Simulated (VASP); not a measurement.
CsSnBr3:

```xyz
5
Lattice="5.8390 0.0000 0.0000 0.0000 5.8390 0.0000 0.0000 0.0000 5.8390" Properties=species:S:1:pos:R:3 pbc="T T T"
Cs    0.0000    0.0000    0.0000
Sn    2.9195    2.9195    2.9195
Br    0.0000    2.9195    2.9195
Br    2.9195    2.9195    0.0000
Br    2.9195    0.0000    2.9195
```

The cell is a database's computed one.

Base run:

| Quantity | Value |
| --- | --- |
| Program | VASP 6.6.1 |
| Functional | PBE |
| Potentials or basis | VASP PAW PBE potentials, release 64 (Cs_sv, Sn_d, Br) |
| Cutoff | 520 eV |
| k mesh | 4 × 4 × 4 |
| Occupations | gaussian, width 0.02 eV |
| Spin | spin-orbit coupling, no magnetisation |

Its results: pressure 0.8 GPa.

Task: The run is repeated on the same cell with these changes: functional from PBE to LDA; potentials or basis from VASP PAW PBE potentials, release 64 (Cs_sv, Sn_d, Br) to VASP PAW LDA potentials, release 64 (Cs_sv, Sn_d, Br). What comes out?

Result: Pressure -1.7 GPa.
